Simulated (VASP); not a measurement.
Write the native input for VASP 6.6.1 that does the following.

```yaml
Task: core levels
Functional: LDA
Potentials_or_basis: VASP PAW LDA potentials, release 64 (Zr_sv)
Cutoff: 520 eV
k_mesh: 6 × 6 × 3
Occupations: methfessel-paxton, width 0.1 eV
Spin: no spin polarisation
Further_INCAR_settings: ALGO = Fast; EDIFF = 1e-06
```

The structure of Zr lies in POSCAR:

```
Zr
1.0
    6.4640000000      0.0000000000      0.0000000000
   -3.2320000000      5.5979882100      0.0000000000
    0.0000000000      0.0000000000     10.2940000000
Zr
16
Direct
    0.1666666667      0.3333333334      0.1250000000
    0.1666666667      0.3333333334      0.6250000000
    0.1666666667      0.8333333333      0.1250000000
    0.1666666667      0.8333333333      0.6250000000
    0.6666666667      0.3333333334      0.1250000000
    0.6666666667      0.3333333334      0.6250000000
    0.6666666667      0.8333333333      0.1250000000
    0.6666666667      0.8333333333      0.6250000000
    0.3333333334      0.1666666666      0.3750000000
    0.3333333334      0.1666666666      0.8750000000
    0.3333333334      0.6666666666      0.3750000000
    0.3333333334      0.6666666666      0.8750000000
    0.8333333334      0.1666666666      0.3750000000
    0.8333333334      0.1666666666      0.8750000000
    0.8333333334      0.6666666666      0.3750000000
    0.8333333334      0.6666666666      0.8750000000
```

These files were run (other wordings do the same):

INCAR

```
PREC = Accurate ; ENCUT = 520
EDIFF = 1E-6 ; ISMEAR = 1
SIGMA = 0.1 ; LREAL = F
LASPH = T ; NELM = 100
ALGO = Fast ; ISIF = 2
LWAVE = F ; LCHARG = F
GGA = CA ; ICORELEVEL = 1
KPAR = 4
```

KPOINTS

```
Automatic mesh
0
Gamma
  6 6 3
```

Potentials or basis: VASP PAW LDA potentials, release 64 (Zr_sv).

Command:

```sh
$ cat potpaw_LDA.64/Zr_sv/POTCAR > POTCAR
$ mpirun -np 4 vasp_std > vasp.out
```

Results of the run:

```
Pressure               : -6.0 GPa
Band gap on the k mesh : none (metal or under the smearing width)
```

Wall time 8.6 min on 4 MPI ranks on AMD EPYC 7R13 Processor (Zen 3), on a shared host, peak memory 0.54 GiB a rank.
